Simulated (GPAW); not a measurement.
Si2Ni:

```
Ni Si
1.0
     0.00000    2.70300    2.70300
     2.70300    0.00000    2.70300
     2.70300    2.70300    0.00000
Ni Si
1 2
Direct
  0.00000 0.00000 0.00000
  0.75000 0.75000 0.75000
  0.25000 0.25000 0.25000
```

Base run:

| Item | Value |
| --- | --- |
| Program | GPAW 26.7.0 |
| Functional | revPBE |
| Potentials or basis | the program's PAW data sets (release 1.2.1) made for this functional |
| Cutoff | 600 eV |
| Basis | pw |
| k mesh | 9 × 9 × 9 |
| Occupations | fermi-dirac, width 0.05 eV |
| Spin | collinear spin, ferromagnetic start |
| Starting moments | [1.0, 0.0, 0.0] μB |

Its results: pressure 7.2 GPa; net moment 0.00 μB per cell.

**Question.** After a change of settings the same cell gave: pressure -3.4 GPa; net moment 0.00 μB per cell. Which change was it?
A. functional from revPBE to PW91; potentials or basis from the program's PAW data sets (release 1.2.1) made for this functional to PAW data sets generated in the run's folder for this functional
B. functional from revPBE to TPSS; potentials or basis from the program's PAW data sets (release 1.2.1) made for this functional to GPAW PAW data sets (gpaw-data 1.2.1)
C. functional from revPBE to LDA
D. functional from revPBE to BLYP; potentials or basis from the program's PAW data sets (release 1.2.1) made for this functional to PAW data sets generated in the run's folder for this functional

**Answer.** C.

LDA binds more tightly than revPBE, so the same cell stands under less pressure.

Caveats: the stock nickel data set gives pressures a few GPa off other programs.

Runs at the PBE level aren't shown here.
